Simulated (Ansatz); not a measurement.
# Co (P6_3/mmc) in Ansatz: notebook

One crystal, Co, is run at these levels: PBE; tasks: single point, relaxation of cell and atoms.

Program: Ansatz 0.2.0. These are calculated values, not measurements. Logs are shortened: lines on timing, memory, paths and dates and some standing lists are left out, and cuts for length are marked.

## 1. The crystal as given

Symmetry: P6_3/mmc, No. 194, hexagonal system. Conventional cell: a = 2.471 Å, b = 2.471 Å, c = 8.088 Å, α = 90.00°, β = 90.00°, γ = 120.00°. Co (site symmetry -6m2) is surrounded by 12 Co at 2.47 Å. Around Co (site symmetry -3m) lie 12 Co at 2.47 Å.

## 2. Single point, PBE, collinear spin, ferromagnetic start

input.yaml reads:

```yaml
crystal:
  lattice:
    - [2.4705617809, 0.0, 0.0]
    - [-1.2352808905, 2.1395692639, 0.0]
    - [0.0, 0.0, 8.0882338]
  atoms:
    - { symbol: Co, position: [0.6666666667, 0.3333333333, 0.75], spin: 2.0 }
    - { symbol: Co, position: [0.0, 0.0, 0.5], spin: 2.0 }
    - { symbol: Co, position: [0.3333333333, 0.6666666667, 0.25], spin: 2.0 }
    - { symbol: Co, position: [0.0, 0.0, 0.0], spin: 2.0 }
hamiltonian:
  xc: pbe
  pseudopotentials: { kind: paw }
magnetization:
  spin_polarized: true
kpoints:
  mp_grid: { grid: [12, 12, 4] }
scf:
  occupations: { method: gaussian, width: 0.011 }
output:
  forces: true
  stress: true
  eigenvalues: true
  write_density: true
  write_potential: true
  elf: true
  volumetric_format: npy
```

Potentials or basis: Ansatz PAW.

On the command line:

```sh
> ansatz run input.yaml --threads 2 --pin off --max-ram 5632MiB --backend cpu --events-out ev --progress --plain --runs-dir out
```

The program printed:

```text
Warning: RAYON_NUM_THREADS=2 ignored (pool sized by the plan → 2); use --threads N
Engine: ansatz 0.2.0, aarch64-unknown-linux-gnu
Pseudopotentials: kind: paw
Pseudopotential: Co, paw, valence charge 17, recommended cutoff 420 eV (normal), Co.paw.azcp
Functional definition: PBE
  parameter kappa = 0.804
  parameter beta = 0.06672455060314922
  exchange = pbe_x(kappa = kappa, mu = beta*pi^2/3)
  correlation = pbe_c(beta = beta)
Crystal: 4 atoms, lattice volume = 42.754 Å³
Basis set: ecut = 420 eV, 813 PW (Γ), exchange–correlation on 36×36×120 points (8 copies of the dense FFT grid, shifted against one another)
Bands: 46, of which v1, the nominal top of the filled ones, is band 34 counted from 1 (33 counted from 0)
Symmetry: 24 space group operations
Space group: P63/mmc (ITA 194), of the structure as read, at distance tolerance 3.5e-5 Å
Magnetic group: BNS 194.263 (UNI 1493), of the structure as read, at distance tolerance 3.5e-5 Å
k-points: 57 of 576
Non-local potential: Co, projectors of the file, l = 0: 3, l = 1: 2, l = 2: 3, l = 3: 1
PAW form: soft (Blöchl's): semilocal exchange-correlation on the pseudo side does not see the compensation charge
PAW one-centre angular grid: Co, 590 points (default); XC on 64 Gauss nodes
Initial density: superposition of atomic densities (chi_scale 0.1, normalization cell)
Starting moments: Σ|m| = 8 μB on 4 of 4 sites
Initial wavefunctions: pseudopotential atomic-orbital guess
Functional: x = pbe(κ = 0.804, μ = 0.2195149727645171), c = pbe(β = 0.06672455060314922)
SCF iter   1: F=—  HF=-20503.304144 eV  |F-HF|=—  |Δ(HF+E_count)|=         —  Δρ=8.51e-2 (↑5.62e-2 ↓8.51e-2)  dr2=4.80e0  dr2_m=1.43e-1  M=7.048 μB ∫|m|=7.316 μB  β_m=0.30  ethr=3.10e-3  ⟨swp⟩=5.3  Hψ=17544  notcnv=0
Mixer restart at iter 1: flushing history
preconditioner: auto → Kerker (q_TF=auto, 2.948 Å⁻¹)  [metal: Δε(μ)=0.008 eV  Ē_g=9.235 eV  σ=0.011 eV  W_gap=0.40  n_scr=12 (ndim 8)  ℏωp=34.1 eV  f_vac=0.000  D(μ)=3.37/eV (n_scr^D=50)]
spin=Collinear: Kerker preconditioning applied to the charge; magnetization (m = ρ↑ − ρ↓) channel mixes plain (no charge-response kernel on spin).
SCF iter   2: F=—  HF=-20501.836034 eV  |F-HF|=—  |Δ(HF+E_count)|=    1.47e0  Δρ=3.23e-2 (↑1.18e-2 ↓3.23e-2)  dr2=3.38e-1  dr2_m=1.31e-1  M=7.055 μB ∫|m|=7.407 μB  β_m=0.35  ethr=3.10e-3  ⟨swp⟩=2.3  Hψ=8520  notcnv=0  defer=515
SCF iter   3: F=—  HF=-20502.990252 eV  |F-HF|=—  |Δ(HF+E_count)|=    1.15e0  Δρ=1.67e-2 (↑1.67e-2 ↓9.38e-3)  dr2=2.98e-2  dr2_m=4.74e-2  M=6.962 μB ∫|m|=7.399 μB  β_m=0.56  ethr=4.97e-4  ⟨swp⟩=2.0  Hψ=6271  notcnv=0  defer=517
SCF iter   4: F=—  HF=-20504.206182 eV  |F-HF|=—  |Δ(HF+E_count)|=    1.22e0  Δρ=1.50e-2 (↑1.13e-2 ↓1.50e-2)  dr2=1.39e-1  dr2_m=9.43e-3  M=6.712 μB ∫|m|=7.246 μB  β_m=0.56  ethr=4.39e-5  ⟨swp⟩=2.9  Hψ=10644  notcnv=0  defer=517
SCF iter   5: F=—  HF=-20504.457441 eV  |F-HF|=—  |Δ(HF+E_count)|=   2.51e-1  Δρ=9.32e-3 (↑9.32e-3 ↓5.10e-3)  dr2=4.96e-2  dr2_m=3.19e-3  M=6.701 μB ∫|m|=7.258 μB  β_m=0.56  ethr=4.39e-5  ⟨swp⟩=2.5  Hψ=10321  notcnv=0  defer=517
SCF iter   6: F=—  HF=-20504.556412 eV  |F-HF|=—  |Δ(HF+E_count)|=   9.90e-2  Δρ=4.60e-3 (↑4.60e-3 ↓1.73e-3)  dr2=5.65e-3  dr2_m=3.11e-3  M=6.664 μB ∫|m|=7.246 μB  β_m=0.78  ethr=4.39e-5  ⟨swp⟩=2.4  Hψ=10225  notcnv=0  defer=516
SCF iter   7: F=—  HF=-20504.565685 eV  |F-HF|=—  |Δ(HF+E_count)|=   9.27e-3  Δρ=2.51e-3 (↑2.08e-3 ↓2.51e-3)  dr2=5.61e-3  dr2_m=2.61e-4  M=6.629 μB ∫|m|=7.227 μB  β_m=0.69  ethr=8.30e-6  ⟨swp⟩=2.1  Hψ=8942  notcnv=0  defer=524
SCF iter   8: F=—  HF=-20504.566544 eV  |F-HF|=—  |Δ(HF+E_count)|=   8.59e-4  Δρ=1.71e-3 (↑1.71e-3 ↓9.82e-4)  dr2=1.39e-4  dr2_m=6.83e-4  M=6.616 μB ∫|m|=7.227 μB  β_m=0.81  ethr=8.25e-6  ⟨swp⟩=2.0  Hψ=8087  notcnv=0  defer=526
SCF iter   9: F=—  HF=-20504.566616 eV  |F-HF|=—  |Δ(HF+E_count)|=   7.20e-5  Δρ=8.79e-4 (↑8.79e-4 ↓6.05e-4)  dr2=6.13e-5  dr2_m=1.99e-4  M=6.617 μB ∫|m|=7.227 μB  β_m=0.91  ethr=2.04e-7  ⟨swp⟩=2.2  Hψ=7813  notcnv=0  defer=526
SCF iter  10: F=—  HF=-20504.566612 eV  |F-HF|=—  |Δ(HF+E_count)|=   3.90e-6  Δρ=1.96e-4 (↑1.95e-4 ↓1.96e-4)  dr2=9.29e-6  dr2_m=1.28e-5  M=6.616 μB ∫|m|=7.226 μB  β_m=0.88  ethr=9.01e-8  ⟨swp⟩=2.1  Hψ=7915  notcnv=0  defer=526
SCF iter  11: F=—  HF=-20504.566611 eV  |F-HF|=—  |Δ(HF+E_count)|=   1.31e-6  Δρ=1.08e-4 (↑2.53e-5 ↓1.08e-4)  dr2=3.29e-6  dr2_m=1.29e-6  M=6.616 μB ∫|m|=7.226 μB  β_m=0.94  ethr=1.37e-8  ⟨swp⟩=2.1  Hψ=6838  notcnv=0  defer=526
SCF iter  12: F=—  HF=-20504.566611 eV  |F-HF|=—  |Δ(HF+E_count)|=   7.99e-7  Δρ=9.24e-5 (↑1.69e-5 ↓9.24e-5)  dr2=3.07e-6  dr2_m=6.87e-7  M=6.616 μB ∫|m|=7.226 μB  β_m=0.97  ethr=4.84e-9  ⟨swp⟩=1.7  Hψ=6240  notcnv=0  defer=526
SCF iter  13: F=—  HF=-20504.566611 eV  |F-HF|=—  |Δ(HF+E_count)|=   1.89e-8  Δρ=4.37e-5 (↑4.37e-5 ↓3.91e-5)  dr2=1.56e-6  dr2_m=3.20e-8  M=6.616 μB ∫|m|=7.226 μB  β_m=0.77  ethr=4.51e-9  ⟨swp⟩=2.5  Hψ=8736  notcnv=0  defer=526
SCF iter  14: F=—  HF=-20504.566611 eV  |F-HF|=—  |Δ(HF+E_count)|=   2.43e-7  Δρ=1.02e-5 (↑1.02e-5 ↓5.66e-6)  dr2=5.02e-8  dr2_m=5.34e-9  M=6.616 μB ∫|m|=7.226 μB  β_m=0.88  ethr=2.30e-9  ⟨swp⟩=2.0  Hψ=6803  notcnv=0  defer=526
SCF iter  15: F=-20504.566611 eV  HF=-20504.566611 eV  |F-HF|=4.22e-8  |Δ(HF+E_count)|=   9.02e-9  Δρ=8.45e-6 (↑2.10e-6 ↓8.45e-6)  dr2=4.60e-8  dr2_m=4.11e-9  M=6.616 μB ∫|m|=7.225 μB  ethr=7.39e-11  ⟨swp⟩=9.8  Hψ=34206  notcnv=0
SCF 1 converged in 15 iterations: F = -20504.566611 eV  dr2 = 4.60e-8
SCF converged after 15 iterations
Magnetization: 6.6163 μB (37.3081 up, 30.6919 down)
Absolute magnetization: 7.2277 μB (∫|ρ↑−ρ↓|, with the PAW one-centre terms)
Spin contamination: 0.1073 ħ² per cell (⟨S²⟩ above its minimum at these occupations)
Per-site moments (μB) at R_I (Å): [(1.7374650092514488, 1.0191067346264122), (1.710834143850312, 1.0191067346264122), (1.7374650092514483, 1.0191067346264122), (1.710834143850312, 1.0191067346264122)]
Free energy (F): -20504.566611 eV
Harris-Foulkes:  -20504.566611 eV  (|F-HF|=4.22e-8)
Internal energy: -20504.566412 eV  (E = F + TS)
E sigma→0 (E₀):  -20504.566512 eV
Entropy (-TS):   -0.000199 eV (-0.050 meV/atom)
Fermi energy:    19.093325 eV
--- Per-component energies (eV) ---
  E_band       = -954.750128
  E_kinetic    = 1816.233086
  E_local      = -11242.001049  (includes V_loc(G=0)·N_el)
  E_nonlocal   = 1816.055503
  E_hartree    = 4715.332362
  E_xc         = -636.802757
  E_vxc        = -821.810138  (∫ρ·V_xc dr)
  E_paw        = -6060.522692  (= ΣΔE_a)
  E_vpaw       = -1953.893951  (= ΣTr[D̂ρ^β])
  E_aug_tail   = 0.000336  (compensation charges beyond the density's cutoff)
  E_ewald      = -10912.861201
  E_smearing   = -0.000199  (= −TS)
  E_closure    = -0.000000  (closes the sum)
  Σ components = -20504.566611   (vs F -20504.566611, Δ=0.00e0)
--- Forces (eV/Å), atoms counted from 1 ---
  atom   1  Co     0.00000000     0.00000000     0.00000000
  atom   2  Co    -0.00000000     0.00000000     0.00000000
  atom   3  Co    -0.00000000    -0.00000000     0.00000000
  atom   4  Co    -0.00000000     0.00000000     0.00000000
  max |Σ_I F_I| component: 2.31e-18 eV/Å
--- Stress (GPa, compression-positive) ---
        6.231813       0.000000       0.000000
        0.000000       6.231813       0.000000
        0.000000       0.000000       1.499741
  P = ⅓ Tr σ = 4.6545 GPa (46.545 kbar)
--- Band table (eV; the first three rows and the last of 114) ---
  k-point 0 ↑: bands = ["-77.0874", "-77.0741", "-77.0250", "-77.0114", "-40.4974", "-40.3679", "-40.2819", "-40.1773", "-40.1773", "-40.1639", "-40.1639", "-40.1498", "-40.1363", "-40.1363", "-40.1228", "-40.1228", "9.9106", "12.1349", "12.1558", "13.7550", "15.9774", "16.0141", "16.2581", "16.2581", "16.3088", "16.3088", "16.3124", "16.5475", "16.5475", "16.6334", "16.6334", "17.2420", "17.2420", "17.5694", "17.5694", "17.8952", "17.8952", "18.2921", "18.2921", "18.6970", "25.2778", "33.7583", "33.7626", "40.8497", "41.4301", "42.3576"]
  k-point 1 ↑: bands = ["-77.0858", "-77.0765", "-77.0225", "-77.0131", "-40.4852", "-40.4021", "-40.2472", "-40.1758", "-40.1758", "-40.1665", "-40.1665", "-40.1624", "-40.1336", "-40.1336", "-40.1243", "-40.1243", "10.0676", "11.2514", "12.9986", "13.7159", "16.0319", "16.2521", "16.2700", "16.2855", "16.2855", "16.3364", "16.3364", "16.5063", "16.5063", "16.5837", "16.5837", "17.2985", "17.2985", "17.5219", "17.5219", "17.9700", "17.9700", "18.1100", "18.2442", "18.2442", "26.1753", "30.8726", "36.7829", "40.9403", "41.3063", "42.0775"]
  k-point 2 ↑: bands = ["-77.0814", "-77.0814", "-77.0174", "-77.0174", "-40.4508", "-40.4508", "-40.1977", "-40.1977", "-40.1717", "-40.1717", "-40.1717", "-40.1717", "-40.1285", "-40.1285", "-40.1285", "-40.1285", "10.5275", "10.5275", "13.5251", "13.5251", "16.1594", "16.1594", "16.3469", "16.3469", "16.3469", "16.3469", "16.4925", "16.4925", "16.4925", "16.4925", "17.0249", "17.0249", "17.4155", "17.4155", "17.4155", "17.4155", "18.1184", "18.1184", "18.1184", "18.1184", "28.2571", "28.2571", "39.7539", "39.7539", "41.1858", "41.1858"]
  k-point 56 ↓: bands = ["-74.9040", "-74.9040", "-74.8896", "-74.8896", "-38.3526", "-38.3526", "-38.3313", "-38.3313", "-38.2854", "-38.2854", "-38.2773", "-38.2773", "-38.1770", "-38.1770", "-38.1609", "-38.1609", "16.1630", "16.1630", "16.2665", "16.2665", "16.2722", "16.2722", "16.3650", "16.3650", "17.3691", "17.3691", "17.4602", "17.4602", "18.8207", "18.8207", "19.3695", "19.3695", "20.0835", "20.0835", "20.1812", "20.1812", "24.8117", "24.8117", "25.3440", "25.3440", "25.9709", "25.9709", "28.7787", "28.7787", "30.5545", "30.5545"]
```

It took 14 s on 2 threads of Arm Neoverse V1, shared host; peak memory 0.51 GiB.

What came out:

* Free energy: -20504.5666 eV
* Pressure: 4.7 GPa
* Band gap on the k mesh: none (metal or under the smearing width)
* Net moment: 6.62 μB per cell
* Absolute moment: 7.23 μB per cell
* Site moments: Co +1.74, +1.71 μB

## 3. Relaxation of cell and atoms, PBE, collinear spin, ferromagnetic start

Changes to input.yaml since step 2:

```diff
@@ -18,3 +18,3 @@
 scf:
-  occupations: { method: gaussian, width: 0.011 }
+  occupations: { method: fermi_dirac, width: 0.05 }
 output:
@@ -22,6 +22,5 @@
   stress: true
-  eigenvalues: true
-  write_density: true
-  write_potential: true
-  elf: true
-  volumetric_format: npy
+relax:
+  f_tol: 0.01
+  max_steps: 40
+  cell: { stress_tol: 0.05 }
```

Potentials or basis: Ansatz PAW.

On the command line:

```sh
> ansatz run input.yaml --threads 2 --pin off --max-ram 5632MiB --backend cpu --events-out ev --progress --plain --runs-dir out
```

Run time: 54 s. Hardware: 2 threads of Arm Neoverse V1, shared host; peak memory 0.46 GiB.

The run converged. Its results:

* Free energy: -20504.6007 eV
* Relaxed volume: 10.92 Å³/atom
* Relaxed cell: a = 2.498 Å, b = 2.498 Å, c = 8.079 Å, α = 90.00°, β = 90.00°, γ = 120.00°
* Space group after relaxing (to 0.05 Å): P6_3/mmc (No. 194)
* Energy gained by relaxing: 4.3 meV/atom
* Ionic steps: 7
* Pressure after relaxing: 0.0 GPa
* Net moment: 6.67 μB per cell
* Absolute moment: 7.30 μB per cell
* Site moments: Co +1.75, +1.73 μB

The path:
```tsv
step	energy change (eV)	largest force (eV/Å)	volume (Å³)
1	0.0000	0.0000	42.75
2	-0.0124	0.0000	43.23
3	-0.0160	0.0000	43.64
4	-0.0160	0.0000	43.65
5	-0.0172	0.0000	43.65
6	-0.0172	0.0000	43.66
7	-0.0172	0.0000	43.66
```

Final structure:
```
CELL_PARAMETERS angstrom
2.49808 0.00000 0.00000
-1.24904 2.16340 0.00000
0.00000 0.00000 8.07879
ATOMIC_POSITIONS crystal
Co 0.66667 0.33333 0.75000
Co 0.00000 0.00000 0.50000
Co 0.33333 0.66667 0.25000
Co 0.00000 0.00000 0.00000
```

Caveat: the plane-wave basis is chosen anew once the cell has moved, so the energies of steps on either side of that aren't comparable.
